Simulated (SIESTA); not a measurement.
The system is ZrO2.

```xyz
6
Lattice="3.5961 0.0000 0.0000 0.0000 3.5961 0.0000 0.0000 0.0000 5.1770" Properties=species:S:1:pos:R:3 pbc="T T T"
Zr    1.7980    1.7980    2.5885
Zr    0.0000    0.0000    0.0000
O     1.7980    0.0000    4.1261
O     1.7980    0.0000    1.5376
O     0.0000    1.7980    3.6394
O     0.0000    1.7980    1.0509
```

Base run:

```yaml
Program: SIESTA 5.4.2
Functional: PBE
Potentials_or_basis: PseudoDojo 0.4 standard (PBE files)
Basis: DZDP (energy shift 0.003 Ry; two zetas on semicore shells)
Grid_cutoff: 800 Ry
Energy_shift: 0.003 Ry
k_mesh: 7 × 7 × 5
Occupations: fermi-dirac, width 0.05 eV
Spin: no spin polarisation
```

Its results: band gap on the k mesh 3.87 eV, indirect (least direct gap 3.95 eV); pressure 10.6 GPa; largest force 0.218 eV/Å.

Question: The run is repeated on the same cell with these changes: basis from DZDP (energy shift 0.003 Ry; two zetas on semicore shells) to TZDP (energy shift 0.003 Ry; two zetas on semicore shells). What comes out?

Answer: Band gap on the k mesh 3.90 eV, indirect (least direct gap 3.99 eV); pressure 9.3 GPa; largest force 0.119 eV/Å.

Caveats: an odd mesh through Γ misses points on the zone boundary, where band edges often lie; the basis of atomic orbitals isn't converged, which shifts pressures, moduli and gaps.
